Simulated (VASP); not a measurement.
# B12N11 (a cell with a defect) in VASP: notebook

The runs below take B12N11 (a cell with a defect) through relaxation of the atoms, single point, with PBEsol, LDA.

Program: VASP 6.6.1. These are calculated values, not measurements. Logs are shortened: lines on timing, memory, paths and dates and some standing lists are left out, and cuts for length are marked.

## 1. Starting point

The cell holds a defect, 23 atoms: a = 7.669 Å, b = 5.112 Å, c = 5.112 Å, α = 60.00°, β = 60.00°, γ = 60.00°.

## 2. Relaxation of the atoms, PBEsol, collinear spin, ferromagnetic start (atoms moved at random, drawn with an rms of 0.05 Å)

The input, INCAR:

```
PREC = Accurate
ENCUT = 450
EDIFF = 1E-5
ISMEAR = 0
SIGMA = 0.03
LREAL = Auto
LASPH = True
NELM = 120
ALGO = Normal
ISIF = 2
LWAVE = False
LCHARG = False
ISPIN = 2
MAGMOM = 0.5 0.5 0.5 0 0.5 0 0 0 0 0 0 0 0 0 0 0 0 0 0 0 0 0 0
LORBIT = 11
NUPDOWN = 2
GGA = PS
IBRION = 2
NSW = 60
EDIFFG = -0.03
NELECT = 92.0
ISYM = 0
KPAR = 4
```

The input, KPOINTS:

```
Automatic mesh
0
Gamma
  3 4 4
```

The input, POSCAR:

```
B12N11
1.0
    0.0000000000      5.4225000000      5.4225000000
    3.6150000000      0.0000000000      3.6150000000
    3.6150000000      3.6150000000      0.0000000000
B N
12 11
Direct
   -0.0007440000     -0.0146240000      0.0105050000
   -0.0046220000      0.0118690000      0.4935910000
    0.0032460000      0.4996110000      0.0004020000
   -0.0018330000      0.5095970000      0.4959680000
    0.3311090000      0.0072070000      0.0059370000
    0.3303160000      0.0005180000      0.4916160000
    0.3304760000      0.5019810000     -0.0003220000
    0.3280160000      0.5013970000      0.4954420000
    0.6768820000      0.0009800000     -0.0074310000
    0.6647430000     -0.0054660000      0.5134060000
    0.6720060000      0.4969320000     -0.0009430000
    0.6686260000      0.4896830000      0.4937010000
    0.0781910000      0.1131600000      0.6321900000
    0.0845380000      0.6431760000      0.1192550000
    0.0834990000      0.6263310000      0.6240140000
    0.4055680000      0.1354640000      0.1318300000
    0.4187970000      0.1192040000      0.6196630000
    0.4149260000      0.6303190000      0.1239970000
    0.4125410000      0.6297960000      0.6187330000
    0.7478920000      0.1209630000      0.1405960000
    0.7484030000      0.1252450000      0.6216750000
    0.7439660000      0.6291570000      0.1304920000
    0.7507250000      0.6278310000      0.6297640000
```

Potentials or basis: VASP PAW PBE potentials, release 64 (B, N).

Run with:

```sh
$ cat potpaw_PBE.64/B/POTCAR potpaw_PBE.64/N/POTCAR > POTCAR
$ mpirun -np 4 vasp_std > vasp.out
```

OUTCAR:

```text
PREC = Accurate
   ENCUT = 450
   EDIFF = 1E-5
   ISMEAR = 0
   LREAL = Auto
   LASPH = True
   NELM = 120
   ISIF = 2
   ISPIN = 2
   LORBIT = 11
   NUPDOWN = 2
   GGA = PS
   IBRION = 2
   NSW = 60
   EDIFFG = -0.03
   NELECT = 92.0
   ISYM = 0

 ion  position               nearest neighbor table
   1  0.999  0.985  0.011-  14 1.43  20 1.58  13 1.58
   2  0.995  0.012  0.494-  13 1.52  21 1.55  15 1.61
   3  0.003  0.500  0.000-  15 1.57  14 1.61  22 1.62
   4  0.998  0.510  0.496-  23 1.55  15 1.56  14 1.57  13 1.66
   5  0.331  0.007  0.006-  16 1.53  18 1.57  17 1.61
   6  0.330  0.001  0.492-  16 1.50  19 1.55  13 1.58  17 1.58
   7  0.330  0.502  1.000-  16 1.53  14 1.54  18 1.58  19 1.59
   8  0.328  0.501  0.495-  15 1.53  18 1.55  19 1.58  17 1.60
   9  0.677  0.001  0.993-  21 1.55  22 1.56  20 1.57  16 1.70
  10  0.665  0.995  0.513-  21 1.52  23 1.53  17 1.54  20 1.56
  11  0.672  0.497  0.999-  23 1.54  22 1.55  20 1.57  18 1.61
[... 10 lines left out ...]
  22  0.744  0.629  0.130-  12 1.52  11 1.55   9 1.56   3 1.62
  23  0.751  0.628  0.630-  10 1.53  11 1.54   4 1.55  12 1.66

IMPORTANT INFORMATION: All symmetrisations will be switched off!
NOSYMM: (Re-)initialisation of all symmetry stuff for point group C_1.

----------------------------------------------------------------------------------------

                                     Primitive cell

  volume of cell :     141.7249

  direct lattice vectors                    reciprocal lattice vectors
     0.000000000  5.422500000  5.422500000    -0.092208391  0.092208391  0.092208391
     3.615000000  0.000000000  3.615000000     0.138312586 -0.138312586  0.138312586
     3.615000000  3.615000000  0.000000000     0.138312586  0.138312586 -0.138312586

  length of vectors
     7.668573042  5.112382028  5.112382028     0.159709618  0.239564427  0.239564427

  position of ions in fractional coordinates (direct lattice)
     0.999256000  0.985376000  0.010505000
     0.995378000  0.011869000  0.493591000
     0.003246000  0.499611000  0.000402000
     0.998167000  0.509597000  0.495968000
     0.331109000  0.007207000  0.005937000
     0.330316000  0.000518000  0.491616000
[... 15 lines left out ...]
     0.743966000  0.629157000  0.130492000
     0.750725000  0.627831000  0.629764000

  ion indices of the primitive-cell ions
   primitive index   ion index
                 1           1
                 2           2
                 3           3
                 4           4
                 5           5
                 6           6
[... 15 lines left out ...]
                22          22
                23          23

----------------------------------------------------------------------------------------

 KPOINTS: Automatic mesh

Automatic generation of k-mesh.
 Grid dimensions read from file:
 generate k-points for:    3    4    4

 Generating k-lattice:

  Cartesian coordinates                     Fractional coordinates (reciprocal lattice)
    -0.030736130  0.030736130  0.030736130     0.333333333  0.000000000  0.000000000
     0.034578147 -0.034578147  0.034578147     0.000000000  0.250000000  0.000000000
     0.034578147  0.034578147 -0.034578147     0.000000000  0.000000000  0.250000000

  Length of vectors
     0.053236539  0.059891107  0.059891107

  Shift w.r.t. Gamma in fractional coordinates (k-lattice)
     0.000000000  0.000000000  0.000000000

 -----------------------------------------------------------------------------
|                                                                             |
|           W    W    AA    RRRRR   N    N  II  N    N   GGGG   !!!           |
|           W    W   A  A   R    R  NN   N  II  NN   N  G    G  !!!           |
|           W    W  A    A  R    R  N N  N  II  N N  N  G       !!!           |
|           W WW W  AAAAAA  RRRRR   N  N N  II  N  N N  G  GGG   !            |
|           WW  WW  A    A  R   R   N   NN  II  N   NN  G    G                |
|           W    W  A    A  R    R  N    N  II  N    N   GGGG   !!!           |
|                                                                             |
|     Your reciprocal lattice and k-lattice belong to different lattice       |
|     classes:                                                                |
|                                                                             |
|        The reciprocal lattice is body-centered orthorhombic,                |
|        whereas your k-lattice is base-centered monoclinic.                  |
|                                                                             |
|     Results are often still useful ...                                      |
[... 68 lines left out ...]
   NUPDOWN=       2.0000    fix difference up-down
   EMIN   =  10.00;   EMAX   =-10.00  energy-range for DOS
   EFERMI =   0.00;   METHOD = LEGACY
   ISMEAR =     0;   SIGMA  =   0.03  broadening in eV -4-tet -1-fermi 0-gaus
   EFERMI_NEDOS =   21; number of points for ismear=-14 and -15
   IALGO  =     38    algorithm
   IMIX   =      4    mixing-type and parameters
     AMIX     =   0.40;   BMIX     =  1.00
     AMIX_MAG =   1.60;   BMIX_MAG =  1.00
  volume/ion in A,a.u.               =       6.16        41.58
  Fermi-wavevector in a.u.,A,eV,Ry     =   1.417497  2.678680 27.338144  2.009297
  Thomas-Fermi vector in A             =   2.538721
   LORBIT       =     11    0 simple, 1 ext, 2 COOP (PROOUT), +10 PAW based schemes
   GGA     = PS    functional components
   LHFCALC =     F    Hartree Fock is set to
   AEXX    =    0.0000 exact exchange contribution
   IVDW    =     0    specifies the selected vdW correction
   LEPSILON=     F    determine dielectric tensor
   LRPA    =     F    only Hartree local field effects (RPA)
 conjugate gradient relaxation of ions
 spin polarized calculation
 Gauss-broadening in eV      SIGMA  =   0.03
  energy-cutoff  :      450.00
  volume of cell :      141.72
 maximum number of plane-waves:      3082
 NGX is ok and might be reduce to    54
   NGX = 27   NGY = 17   NGZ = 17

--------------------------------------- Ionic step        1  -------------------------------------------

 number of electron      92.0000000 magnetization       2.0000000

 Free energy of the ion-electron system (eV)
  ---------------------------------------------------
  ext. energy  EPLUGINS =         0.00000000
  ---------------------------------------------------
  free energy    TOTEN  =      -191.77414886 eV

  energy without entropy =     -191.77267130  energy(sigma->0) =     -191.77341008

------------------------ aborting loop because EDIFF is reached ----------------------------------------

  FORCE on cell =-STRESS in cart. coord.  units (eV):
  Direction    XX          YY          ZZ          XY          YZ          ZX
  --------------------------------------------------------------------------------------
  -------------------------------------------------------------------------------------
  Total       10.0850280      8.2156559      9.3329151     -1.5063050      0.5434801      0.2137212
  in kB      114.0096288     92.8766759    105.5071127    -17.0285369      6.1439553      2.4160835
  external PRESSURE =     104.1311391 kB  Pullay stress =       0.0000000 kB
[... 152 lines left out ...]
  FREE ENERGIE OF THE ION-ELECTRON SYSTEM (eV)
  ---------------------------------------------------
  free  energy   TOTEN  =      -192.5731457901 eV

  energy  without entropy=     -192.5713089029  energy(sigma->0) =     -192.57222735

[... ionic steps 4 to 13 ...]

--------------------------------------- Ionic step       14  -------------------------------------------

 number of electron      92.0000023 magnetization       2.0000000

------------------------ aborting loop because EDIFF is reached ----------------------------------------
[... 109 lines left out ...]
--------------------------------------- Ionic step       16  -------------------------------------------

 number of electron      92.0000023 magnetization       2.0000000

 Free energy of the ion-electron system (eV)
  ---------------------------------------------------
  ext. energy  EPLUGINS =         0.00000000
  ---------------------------------------------------
  free energy    TOTEN  =      -192.71386874 eV

  energy without entropy =     -192.71207540  energy(sigma->0) =     -192.71297207

 E-fermi :   7.6257     XC(G=0): -12.8643

 val. band max:       11.3584494646   @ k =   0.3333   0.0000   0.2500
 cond. band min:      10.7502628449   @ k =   0.0000   0.5000   0.5000
 fundamental gap:     -0.6081866197
 Fermi energy:        11.3612636791

 spin component 1

 k-point     1 :       0.0000    0.0000    0.0000
  band No.  band energies     occupation
      1     -13.3556      1.00000
      2     -10.9701      1.00000
      3     -10.6139      1.00000
      4      -9.2895      1.00000
      5      -9.1824      1.00000
      6      -9.1585      1.00000
[... 1453 lines left out ...]
     57      15.9544      0.00000
     58      16.2079      0.00000

 [... further k-points ...]

 spin component 2

 k-point     1 :       0.0000    0.0000    0.0000
  band No.  band energies     occupation
      1     -13.2880      1.00000
      2     -10.9143      1.00000
      3     -10.5351      1.00000
      4      -9.2347      1.00000
      5      -9.1324      1.00000
      6      -9.1133      1.00000
[... 1453 lines left out ...]
     57      16.2146      0.00000
     58      16.4410      0.00000

 [... further k-points ...]

 [bands above 58 left out]

------------------------ aborting loop because EDIFF is reached ----------------------------------------

  FORCE on cell =-STRESS in cart. coord.  units (eV):
  Direction    XX          YY          ZZ          XY          YZ          ZX
  --------------------------------------------------------------------------------------
  -------------------------------------------------------------------------------------
  Total        8.8937288      7.0192097      7.2553833     -2.6822570      0.9286120     -2.5514930
  in kB      100.5421815     79.3510433     82.0209481    -30.3224866     10.4978106    -28.8442208
  external PRESSURE =      87.3047243 kB  Pullay stress =       0.0000000 kB
[... 38 lines left out ...]
  FREE ENERGIE OF THE ION-ELECTRON SYSTEM (eV)
  ---------------------------------------------------
  free  energy   TOTEN  =      -192.7138687429 eV

  energy  without entropy=     -192.7120754029  energy(sigma->0) =     -192.71297207

 reached required accuracy - stopping structural energy minimisation

 total charge

# of ion       s       p       d       tot
------------------------------------------
    1        0.665   1.242   0.000   1.907
    2        0.664   1.244   0.000   1.908
    3        0.664   1.246   0.000   1.910
    4        0.683   1.377   0.000   2.060
    5        0.665   1.303   0.000   1.968
    6        0.681   1.374   0.000   2.055
[... 15 lines left out ...]
   22        1.217   2.746   0.000   3.963
   23        1.215   2.744   0.000   3.960
--------------------------------------------------
tot         21.497  46.153   0.000  67.650

 magnetization (x)

# of ion       s       p       d       tot
------------------------------------------
    1        0.048   0.127   0.000   0.175
    2        0.053   0.155   0.000   0.209
    3        0.054   0.158   0.000   0.213
    4        0.003   0.004   0.000   0.007
    5        0.060   0.234   0.000   0.295
    6        0.002   0.005   0.000   0.007
[... 15 lines left out ...]
   22        0.004   0.009   0.000   0.013
   23        0.001  -0.001   0.000   0.000
--------------------------------------------------
tot          0.291   0.820   0.000   1.111
```

It took 30 min on 4 MPI ranks of Intel Xeon Platinum 8259CL at 2.50GHz (Skylake/Cascade Lake), shared host; peak memory 0.45 GiB.

Results:

```yaml
Free_energy: -192.7139 eV
Energy_gained_by_relaxing: 40.9 meV/atom
Ionic_steps: 16
Largest_force_after_relaxing: 0.028 eV/Å
Net_moment: 2.00 μB per cell
Site_moments: B +0.17, +0.21, +0.01, +0.29, +0.04, +0.02; N +0.01, +0.00, +0.02 μB
Valence_electrons_inside_the_program's_atomic_spheres: B 1.91, 2.06, 1.97, 2.04, 2.05; N 3.94, 3.95, 3.96
```

Forces in eV/Å, atoms in the order of the input:
```
B    0.015  0.006  0.023
B   -0.007  0.010 -0.007
B    0.005 -0.010  0.002
B   -0.009 -0.001  0.006
B    0.002 -0.009 -0.019
B    0.000 -0.009 -0.006
B   -0.010 -0.007 -0.003
B    0.006 -0.001  0.003
B    0.002  0.007 -0.007
B    0.001 -0.004  0.000
B   -0.004  0.005  0.001
B   -0.008  0.005  0.007
N    0.003  0.008  0.000
N    0.002 -0.015  0.004
N   -0.015 -0.007  0.000
N   -0.007  0.003  0.000
N    0.002  0.003  0.003
N    0.010 -0.002 -0.006
N    0.000 -0.003 -0.002
N    0.010 -0.001  0.002
N    0.003 -0.001 -0.013
N    0.004  0.012  0.000
N   -0.005  0.011  0.011
```

Step by step:
| step | energy change (eV) | largest force (eV/Å) | pressure (GPa) |
| --- | --- | --- | --- |
| 1 | 0.0000 | 3.6275 | 10.41 |
| 2 | 0.0045 | 3.1211 | 9.85 |
| 3 | -0.7990 | 1.0872 | 8.50 |
| 4 | -0.8704 | 0.8860 | 8.57 |
| 5 | -0.8961 | 0.4023 | 8.45 |
| 6 | -0.9265 | 0.2238 | 8.55 |
| 7 | -0.9270 | 0.2398 | 8.56 |
| 8 | -0.9360 | 0.1909 | 8.68 |
| 9 | -0.9362 | 0.1331 | 8.66 |
| 10 | -0.9383 | 0.0770 | 8.71 |
| 11 | -0.9384 | 0.0706 | 8.71 |
| 12 | -0.9391 | 0.0430 | 8.73 |
| 13 | -0.9391 | 0.0467 | 8.74 |
| 14 | -0.9395 | 0.0392 | 8.74 |
| 15 | -0.9395 | 0.0392 | 8.74 |
| 16 | -0.9397 | 0.0284 | 8.73 |

Final structure:
```xyz
23
Lattice="0.0000 5.4225 5.4225 3.6150 0.0000 3.6150 3.6150 3.6150 0.0000" Properties=species:S:1:pos:R:3 pbc="T T T"
B     0.0173    0.0156    0.0139
B     1.8233    7.2003    5.4215
B     1.8245    5.4207    7.2057
B     3.6180    1.8103    1.8111
B     7.1913    5.4304    5.4349
B     1.8181    3.5961    1.8017
B     1.8187    1.7997    3.5988
B     3.6201    3.6006    3.6033
B     0.0165    3.6021    3.6057
B     1.8081    5.4155    3.6233
B     1.8085    3.6203    5.4184
B     3.6208    5.4137    5.4170
N     2.7209    2.7058    0.9089
N     2.7212    0.9080    2.7077
N     4.5259    2.7040    2.7058
N     0.9119    2.7002    2.7032
N     2.6986    4.5106    2.7198
N     2.6990    2.7169    4.5141
N     4.5277    4.5080    4.5105
N     0.9017    4.5240    4.5265
N     2.7304    6.3160    4.5076
N     2.7303    4.5042    6.3195
N     4.5228    6.3218    6.3244
```

Caveat: the k mesh is coarse (spacing up to 0.38 Å⁻¹), so the values aren't converged; the cell is charged against a uniform background, so pressure and absolute levels hang on convention; the cutoff is under 1.25 times the usual one of these potentials, so pressure, stress and relaxed cells hold a basis-set (Pulay) error; the PAW data sets were made with another functional, which shifts forces and pressure a little; the total moment is fixed, so each spin has its own Fermi level.

[end of part 1 of 2]
